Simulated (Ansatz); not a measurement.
TiPbO$_{3}$, a database entry at a rescaled volume

```xyz
10
Lattice="3.9653 0.0000 0.0000 0.0000 3.9653 0.0000 0.0000 0.0000 8.0890" Properties=species:S:1:pos:R:3 pbc="T T T"
Pb    0.0000    0.0000    0.0000
Pb    0.0000    0.0000    4.0445
Ti    1.9826    1.9826    2.1153
Ti    1.9826    1.9826    6.1598
O     1.9826    1.9826    0.2669
O     1.9826    1.9826    4.3115
O     1.9826    0.0000    2.2932
O     1.9826    0.0000    6.3378
O     0.0000    1.9826    2.2932
O     0.0000    1.9826    6.3378
```

Level: r2SCAN, with U = 2.94 eV and J = 0.52 eV on Ti d (atomic projectors), no spin polarisation; 500 eV; 7×7×3 Γ-centred mesh; fermi-dirac occupations (width 0.0273 eV); Ansatz 0.2.0, fixed geometry.

(1) What do density and ELF say about some of the short contacts?

(2) Which element gives electrons and which takes them?

(3) Which atom feels the largest force, and which way?

(4) What is the band gap?

Origin: a database entry at a rescaled volume. Caveats: no spin-orbit coupling, which can shift this gap by tenths of an eV.

## Answers

(1) Ti–O at 1.85 Å: least valence density 0.95 e/Å³ and ELF 0.26 there. Pb–O at 2.65 Å: least valence density 0.23 e/Å³ and ELF 0.12 there, a closed-shell (ionic or weak) contact. Both are smooth PAW fields, read partly inside the augmentation spheres.

(2) Bader charges in e: Ti +2.37, Pb +1.44, O -1.27. In the mean Ti gives up most and O takes most.

(3) The largest is on Ti3 (and as large on other atoms): 0.27 eV/Å, components (0.00, 0.00, -0.27). It makes 0° with the line to a nearest neighbour, O5 at 1.85 Å, pointing towards it.

(4) The gap is 2.25 eV, indirect (the least direct gap found is 2.38 eV).
